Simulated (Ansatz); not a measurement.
## Mn (bcc)

Level of theory: DFT, PBE, scalar-relativistic, collinear spin; plane waves to 420 eV with PAW datasets (Ansatz 0.2.0), Γ-centred 20×20×20 mesh, 0.05 eV Gaussian smearing. The datasets are Ansatz's generated set soft_2.

```
CELL_PARAMETERS angstrom
-1.39824 1.39824 1.39824
1.39824 -1.39824 1.39824
1.39824 1.39824 -1.39824
ATOMIC_POSITIONS crystal
Mn 0.00000 0.00000 0.00000
```

At room temperature and ambient pressure Mn takes another structure.

The geometry is fixed. Moments are started on Mn in several ways. q is the propagation vector of an order in a doubled cell, in units of this cell's reciprocal vectors; doubled cells take an equivalent mesh or are counted from a ferromagnetic run in the same cell, unless said otherwise. Energies count from the first row, the state in which the cell was relaxed.

The starts:
- ferromagnetic
- no spin polarisation
- antiparallel, q = (0, 0, 1/2)
- antiparallel, q = (1/2, 1/2, 1/2)
- small parallel moments

(1) Which start ends lowest, and how far above it lies the solution without spin polarisation?

Answer:

(1) Lowest: antiparallel, q = (0, 0, 1/2). Without spin polarisation the energy is 35 meV/atom higher.

| start | largest typed moment (μB) | ΔE (meV/atom) | gap on the mesh (eV) | P (GPa) | final spin moments (μB) |
| --- | --- | --- | --- | --- | --- |
| ferromagnetic | 0.95 | 0.0 | metal | 0.0 | Mn 0.85 |
| no spin polarisation | 0.00 | 13.3 | metal | -4.1 | none |
| antiparallel, q = (0, 0, 1/2) | 3.50 | -21.3 | metal | 4.6 | Mn 1.26, -1.26 |
| antiparallel, q = (1/2, 1/2, 1/2) | 3.50 | -0.1 | metal | 0.2 | Mn 0.71, 1.01 |
| small parallel moments | 0.50 | 0.0 | metal | 0.0 | Mn 0.85 |

These starts lost their opposed signs and ended with parallel moments: antiparallel, q = (1/2, 1/2, 1/2).

One antiparallel order alone stands against the parallel one, so the ranking is far from complete.

The cell was relaxed in the state of the first row, and its shape doesn't suit: antiparallel, q = (0, 0, 1/2) (uneven stress of 4.0 GPa).

Without spin polarisation the pressure is 8.7 GPa lower than in the lowest state, so the magnetic solution wants the larger cell.

Only orders that fit these small cells were tried, so the real crystal's order may be another.

Site moments are of spin, integrated over atomic spheres.
